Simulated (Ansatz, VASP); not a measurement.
## One calculation of LaH3, two programs

Contents of INCAR:

```
SYSTEM = LaH3
PREC     = Accurate       ! precision mode
ENCUT    = 520            ! plane-wave cutoff, eV
EDIFF    = 1E-8           ! SCF threshold, eV
ISMEAR   = -1             ! smearing method
SIGMA    = 0.08           ! smearing width, eV
LREAL    = .FALSE.        ! projectors in reciprocal space
LASPH    = .TRUE.         ! aspherical terms in the spheres
NELM     = 100            ! most SCF steps
ALGO     = Normal         ! electronic algorithm
ISIF     = 2              ! what is computed and relaxed
LWAVE    = .FALSE.        ! write WAVECAR
LCHARG   = .FALSE.        ! write CHGCAR
GGA      = PS             ! functional
LEFG     = .TRUE.       
NBANDS   = 15             ! bands
```

Contents of KPOINTS:

```
regular mesh
0
G
  13 13 13
  0 0 0
```

POSCAR

```
LaH3
1.0
    0.0000000000      2.7864794500      2.7864794500
    2.7864794500      0.0000000000      2.7864794500
    2.7864794500      2.7864794500      0.0000000000
La H
1 3
Direct
    0.0000000000      0.0000000000      0.0000000000
    0.5000000000      0.5000000000      0.5000000000
    0.7500000000      0.7500000000      0.7500000000
    0.2500000000      0.2500000000      0.2500000000
```

Input for Ansatz:

```yaml
crystal:
  lattice:
    - [0.0, 2.78647945, 2.78647945]
    - [2.78647945, 0.0, 2.78647945]
    - [2.78647945, 2.78647945, 0.0]
  atoms:
    - { symbol: La, position: [0.0, 0.0, 0.0] }
    - { symbol: H, position: [0.5, 0.5, 0.5] }
    - { symbol: H, position: [0.75, 0.75, 0.75] }
    - { symbol: H, position: [0.25, 0.25, 0.25] }
kpoints:
  mp_grid: { grid: [13, 13, 13] }
  band_path:
    path:
      - [0.0, 0.0, 0.0]
      - [0.5, 0.0, 0.5]
      - [0.625, 0.25, 0.625]
      - [0.375, 0.375, 0.75]
      - [0.0, 0.0, 0.0]
      - [0.5, 0.5, 0.5]
      - [0.5, 0.25, 0.75]
      - [0.5, 0.0, 0.5]
    npoints: 8
scf:
  occupations: { method: fermi_dirac, width: 0.08 }
hamiltonian:
  xc: pbesol
  pseudopotentials: { kind: paw }
output:
  forces: true
  stress: true
  eigenvalues: true
  efg: { contact_densities: true }
  populations: true
  bader: true
  dos: { projected: true, de: 0.2, e_range: [-14, 8] }
```

Alike in both runs: task electric field gradients; functional PBEsol; k mesh 13 × 13 × 13; occupations fermi-dirac, width 0.08 eV; no spin polarisation.

|  | VASP | Ansatz |
| --- | --- | --- |
| version | VASP 6.6.1 | Ansatz 0.2.0 |
| potentials or method | VASP PAW PBE potentials, release 64 (La, H) | PAW with Ansatz's default frozen-core files, scalar-relativistic |
| plane-wave cutoff (eV) | 520 | 420 |
| valence electrons in the cell | 14 | 14 |

```tsv
	VASP	Ansatz	Ansatz less VASP
pressure (GPa)	-3.3	-3.1	+0.18
Vzz of the field gradient on the site that differs most (V/Å²)	0.0	0.0	0.00
```

Ansatz warned: «gradients_without_spin_orbit».

Caveats: the PAW data sets were made with another functional, which shifts forces and pressure a little (VASP). Spin-orbit coupling is left out, which matters for the levels of La.
